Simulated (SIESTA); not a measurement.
**WS2 under changes of volume**

One of the cells (17.744 Å³/atom); the others are scaled copies at fixed shape and fractional positions:

```xyz
3
Lattice="1.5790 0.9116 6.1633 -1.5790 0.9116 6.1633 0.0000 -1.8233 6.1633" Properties=species:S:1:pos:R:3 pbc="T T T"
W     0.0000    0.0000    0.0000
S     0.0000    0.0000   10.7427
S     0.0000    0.0000   13.8730
```

Measurements of this composition are mostly on another form, of space group No. 194.

- Program: SIESTA 5.4.2
- Functional: LDA
- Potentials or basis: PseudoDojo 0.4 standard (LDA files)
- Basis: DZP (energy shift 0.003 Ry; two zetas on semicore shells)
- Grid cutoff: 800 Ry
- Energy shift: 0.003 Ry
- k mesh: 10 × 10 × 10
- Occupations: fermi-dirac, width 0.05 eV
- Spin: no spin polarisation

| volume (Å³/atom) | energy over the lowest point (meV/atom) | pressure (GPa) | gap on the mesh (eV) | largest force (eV/Å) |
| --- | --- | --- | --- | --- |
| 16.679 | ? | ? | ? | ? |
| 17.034 | 12.37 | 6.8 | 1.03 | 1.289 |
| 17.389 | 1.91 | 2.7 | 1.05 | 0.855 |
| 17.744 | 0.00 | -0.9 | 1.06 | 0.614 |
| 18.099 | 5.76 | -4.2 | 1.08 | 0.585 |
| 18.454 | 18.40 | -7.1 | 1.09 | 0.821 |
| 18.809 | 37.20 | -9.8 | 1.10 | 1.114 |

What does the run at 16.679 Å³/atom give?

Energy over the lowest point 32.35 meV/atom; pressure 11.3 GPa; gap on the mesh 1.00 eV; largest force 1.758 eV/Å.

Worked out: A Birch-Murnaghan fit of order 3 (a polynomial in V^(-2/3)) to the other rows has its minimum at 17.65 Å³/atom with B0 = V·E''(V) = 177 GPa and B' = 4.4 at fixed shape and positions, which overstates the stiffness. It gives 32.38 meV/atom at 16.679 Å³/atom, against the run's 32.35, and -dE/dV = 11.3 GPa, against 11.3. A straight line through the other rows of the gap, of slope 0.707 eV per unit of ln V, extrapolates to 1.02 eV, against the run's 1.00.

Energies are extrapolated to zero smearing.

Caveats: short orbitals over semicore shells can move pressures by several GPa; spin-orbit coupling is left out, which moves the levels of the heavy elements; the basis of atomic orbitals isn't converged, which shifts pressures, moduli and gaps; forces of over 1 eV/Å show positions far from the minimum, so gaps and moduli don't describe the material at rest (some runs).

A mesh can miss the band edges.
